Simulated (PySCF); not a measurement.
# C₇H₈: reorganisation energies

Wanted: reorganisation energies for C₇H₈ (`C1=C[C@H]2C=C[C@@H]1C2`).

Programs: PySCF 2.14.0, with routines of our own; each step states its level. All values are computed. Atoms count from 0.

### 1 The system as given

15 atoms, charge 0, multiplicity 1; geometry from: GFN2-xTB.

### 2 Geometry optimisation at CAM-B3LYP/def2-SV(P)

The job: settings as JSON, then the geometry in Å.

```
{"job": {"xc": "CAM-B3LYP", "basis": "def2-SV(P)", "grid": 1, "kind": "geom"}, "charge": 0, "multiplicity": 1}
C      1.303679     0.551369    -0.496487
C      1.212666    -0.768239    -0.434555
C     -0.097598    -1.095337     0.266928
C     -1.193086    -0.612266    -0.672584
C     -1.102130     0.707407    -0.733865
C      0.055672     1.119466     0.163705
C     -0.122072     0.068305     1.274416
H      2.065940     1.158076    -0.946967
H      1.882449    -1.512370    -0.821584
H     -0.200900    -2.106942     0.648425
H     -1.863001    -1.270274    -1.192504
H     -1.678385     1.399942    -1.317575
H      0.095141     2.166761     0.448713
H     -1.067977     0.157795     1.808456
H      0.705189     0.044296     1.983566
```

Run with:

```sh
OMP_NUM_THREADS=1 python excited_run.py task.json out
```

This one command runs all jobs of the session in turn.

The program printed:

```text
step   0  E = -271.10121284  max force = 0.010272
step   1  E = -271.10409855  max force = 0.002815
step   2  E = -271.10412702  max force = 0.000270
step   3  E = -271.10412735  max force = 0.000076
optimisation converged
```

Wall time 23 s (1 thread of Arm Neoverse V2, shared host); peak memory 0.59 GiB.

The steps of the relaxation:

```
step  energy from step 0 (eV)  largest force component (eV/Å)
   0                   0.0000                          0.5282
   1                  -0.0785                          0.1448
   2                  -0.0793                          0.0139
   3                  -0.0793                          0.0039
```

Close pairs (by a distance rule), those that changed most:

```
  bond  before (Å)  after (Å)  change (Å)
 C0–H7       1.073      1.091      +0.018
C3–H10       1.073      1.091      +0.018
 C1–H8       1.073      1.091      +0.018
C4–H11       1.073      1.091      +0.018
 C1–C2       1.522      1.538      +0.016
 C4–C5       1.522      1.538      +0.016
 C2–C3       1.522      1.538      +0.016
 C0–C5       1.522      1.538      +0.016
```

The next job starts from the end point, and lists it.

```
                         at the end point                value
  point group (found at 0.08 Å tolerance)                  C2v
rotational constants (GHz, main isotopes)  4.304, 3.613, 3.191
                        dipole moment (D)                 0.05
```

### 3 Relaxation after adding or removing an electron (C7H8+ (doublet)): UKS CAM-B3LYP/def2-SV(P)

The job: settings as JSON, then the geometry in Å.

```
{"job": {"kind": "ionopt", "ions": [1], "xc": "CAM-B3LYP", "basis": "def2-SV(P)", "grid": 1}, "charge": 1, "multiplicity": 2}
C      1.321218     0.527820    -0.464010
C      1.226739    -0.800979    -0.402284
C     -0.110924    -1.126657     0.283412
C     -1.233062    -0.637978    -0.648022
C     -1.138515     0.690827    -0.709943
C      0.047298     1.100679     0.179679
C     -0.135183     0.044145     1.301989
H      2.108760     1.124893    -0.927245
H      1.919322    -1.543134    -0.803311
H     -0.217554    -2.147693     0.673371
H     -1.924242    -1.288484    -1.186914
H     -1.734613     1.379612    -1.311210
H      0.088116     2.158239     0.472733
H     -1.094273     0.137131     1.835911
H      0.703258     0.017997     2.016078
```

With the program's defaults for keys left out, this is: UKS CAM-B3LYP/def2-SV(P) geometry optimisation of the ion from the geometry of its parent, gas phase.

The program printed:

```text
step       E/Eh        max force   <S^2>
  0    -270.78517295   0.081004   0.7539
  1    -270.80262097   0.008622   0.7536
  2    -270.80371693   0.006071   0.7535
  3    -270.80378228   0.003769   0.7534
  4    -270.80388290   0.000907   0.7534
  5    -270.80388661   0.000353   0.7534
optimisation converged
```

It took 73 s on 1 thread of Arm Neoverse V2, shared host; peak memory 0.66 GiB.

Key values:

```
             quantity    value
geometry moved (RMSD)  0.138 Å
                 ⟨S²⟩    0.753
```

Bonds of the start that changed most:

```
 bond  start (Å)  end (Å)
C3–C4      1.334    1.376
C0–C1      1.334    1.375
C2–C3      1.538    1.518
C4–C5      1.538    1.518
C1–C2      1.538    1.519
C5–C0      1.538    1.519
```

Mulliken spin populations:

C0 0.28; C1 0.28; C2 -0.03; C3 0.28; C4 0.28; C5 -0.03; C6 0.00; H7 -0.01; H8 -0.01; H9 0.00; H10 -0.01; H11 -0.01; H12 0.00; H13 0.00; H14 0.00

### 4 Reorganisation energies: UKS CAM-B3LYP/def2-SV(P)

Settings changed since step 3:

```diff
@@ -1,2 +1,2 @@
-{"job": {"kind": "ionopt", "ions": [1], "xc": "CAM-B3LYP", "basis": "def2-SV(P)", "grid": 1}, "charge": 1, "multiplicity": 2}
+{"job": {"kind": "reorg", "ions": [1, -1], "xc": "CAM-B3LYP", "basis": "def2-SV(P)", "grid": 1}, "charge": 0, "multiplicity": 1}
 C      1.321218     0.527820    -0.464010
```

Level: UKS CAM-B3LYP/def2-SV(P) four-point reorganisation energy, gas phase.

The program printed:

```text
final grid: 56040 points
cycle   1  E = -271.0765098289  dE =  1.313e+00  |g| = 2.922e-01  |ddm| = 4.246e+00
cycle   2  E = -271.0923998161  dE = -1.589e-02  |g| = 2.116e-01  |ddm| = 7.206e-01
cycle   3  E = -271.1037390220  dE = -1.134e-02  |g| = 3.728e-02  |ddm| = 3.318e-01
cycle   4  E = -271.1040914919  dE = -3.525e-04  |g| = 1.178e-02  |ddm| = 6.723e-02
cycle   5  E = -271.1041244468  dE = -3.295e-05  |g| = 3.237e-03  |ddm| = 1.719e-02
cycle   6  E = -271.1041272671  dE = -2.820e-06  |g| = 3.500e-04  |ddm| = 4.277e-03
cycle   7  E = -271.1041273504  dE = -8.334e-08  |g| = 9.040e-05  |ddm| = 1.161e-03
cycle   8  E = -271.1041273550  dE = -4.535e-09  |g| = 2.055e-05  |ddm| = 2.990e-04
cycle   9  E = -271.1041273552  dE = -2.376e-10  |g| = 1.007e-05  |ddm| = 6.675e-05
converged SCF energy = -271.1041273552

hole transfer: vertical 8.6015 eV, relaxation of the ion converged
  adiabatic 8.1700 eV, lambda(ion) 0.4315, lambda(parent) 0.5869, total 1.0184 eV

electron transfer: vertical -1.8896 eV, relaxation of the ion skipped
```

Wall time 14 s (1 thread of Arm Neoverse V2, shared host); peak memory 0.66 GiB.

### 5 Results

| quantity | value |
| --- | --- |
| point group | C2v |
| rotational constants (main isotopes) | 4.30, 3.61, 3.19 GHz |
| geometry moved (RMSD) (step 3, UKS CAM-B3LYP/def2-SV(P)) | 0.138 Å |
| hole reorganisation energy (step 4, UKS CAM-B3LYP/def2-SV(P)) | 1.0184 eV |

**Reading.** Over 3 steps the energy fell by 0.079 eV; of the close pairs, C0–H7 changed most, 1.073 to 1.091 Å. No frequency check was run at this level, so the end point may be a saddle. In step 3 (relaxation after adding or removing an electron), among the bonds C3–C4 changes most, from 1.334 to 1.376 Å. The atoms move far more than that, so angles or torsions carry the main change.
